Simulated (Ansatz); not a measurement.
Crystal: Hf.

```
Hf
1.0
     4.96233    0.00000    0.00000
    -2.48116    4.29750    0.00000
     0.00000    0.00000    3.08623
Hf
3
Direct
  0.00000 0.00000 0.00000
  0.33333 0.66667 0.50000
  0.66667 0.33333 0.50000
```

This isn't the form of Hf at room conditions, which is hcp.

Base run:

* Program: Ansatz 0.2.0
* Functional: PBEsol
* Potentials or basis: all-electron LAPW, inner shells corrected to Dirac's equation
* Cutoff: 247 eV (chosen from the basis error)
* Basis error allowed: 0.002 eV/atom
* k mesh: 6 × 6 × 9
* Occupations: fermi-dirac, width 0.05 eV
* Spin: no spin polarisation

Its results: pressure -2.6 GPa.

Q: After a change of settings the same cell gave: pressure 2.0 GPa. Which change was it?
A. potentials or basis from all-electron LAPW, inner shells corrected to Dirac's equation to all-electron PAW datasets made for the crystal
B. potentials or basis from all-electron LAPW, inner shells corrected to Dirac's equation to all-electron LAPW, scalar-relativistic
C. potentials or basis from all-electron LAPW, inner shells corrected to Dirac's equation to all-electron LAPW, non-relativistic

A: C.

Caveats: relativity is left out, which matters for the heavier elements (some runs).

The runs don't all hold the same shells in valence.
